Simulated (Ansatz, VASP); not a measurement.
**One calculation of Li, two programs**

```
Li
1.0
     1.52954    0.88308    7.48574
    -1.52954    0.88308    7.48574
     0.00000   -1.76617    7.48574
Li
3
Direct
  0.77800 0.77800 0.77800
  0.22200 0.22200 0.22200
  0.00000 0.00000 0.00000
```

Change from the starting cell: volume scaled by 0.96.

Alike in both runs: task single point; functional PBE; k mesh 10 × 10 × 10; occupations fermi-dirac, width 0.05 eV; no spin polarisation.

```csv
,VASP,Ansatz
version,VASP 6.6.1,Ansatz 0.2.0
potentials or method,"VASP PAW PBE potentials, release 64 (Li_sv)",Ansatz PAW
plane-wave cutoff (eV),520,420
valence electrons in the cell,9,9
```

```csv
,VASP,Ansatz,Ansatz less VASP
gap on the k mesh at the Fermi level (eV),none,none,-
rms of the force components (eV/Å),0.004,0.004,-0.0001
```

Atom by atom the forces differ by 0.000 eV/Å (rms over components). A gap of «none» marks a metal or a gap that the smearing closes. With one functional, cell and mesh, what is left measures potentials, basis and numerics.
